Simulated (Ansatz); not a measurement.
Sb, 2 atoms in the cell. The structure is hexagonal, space group P6_3/mmc (No. 194). The conventional cell has a = 3.355 Å, b = 3.355 Å, c = 5.470 Å, α = 90.00°, β = 90.00°, γ = 120.00°. Sb (site symmetry -6m2) has 12 Sb at 3.35 Å as nearest neighbours. This isn't the form of Sb at room conditions, which is rhombohedral.

```yaml
Program: Ansatz 0.2.0
Task: band structure
Functional: PBEsol
Potentials_or_basis: all-electron LAPW, scalar-relativistic
Cutoff: 156 eV (chosen from the basis error)
Basis_error_allowed: 0.001 eV/atom
k_mesh: 9 × 9 × 5
Occupations: fermi-dirac, width 0.05 eV
Spin: no spin polarisation
```

Potentials or basis: all-electron LAPW, scalar-relativistic.

Launch:

```console
$ ansatz run input.yaml --threads 1 --pin off --max-ram 3072MiB --backend cpu --events-out ev --progress --plain --runs-dir out
```

Hardware: 1 thread of Intel(R) Xeon(R) Platinum 8488C (Sapphire Rapids), with other jobs on the host.

Estimate the wall time of this run.

Wall time 7.2 s on 1 thread of Intel(R) Xeon(R) Platinum 8488C (Sapphire Rapids) (shared host), peak memory 0.33 GiB. Counts: scf iterations 7, plane waves 245, k points 36, bands 28.
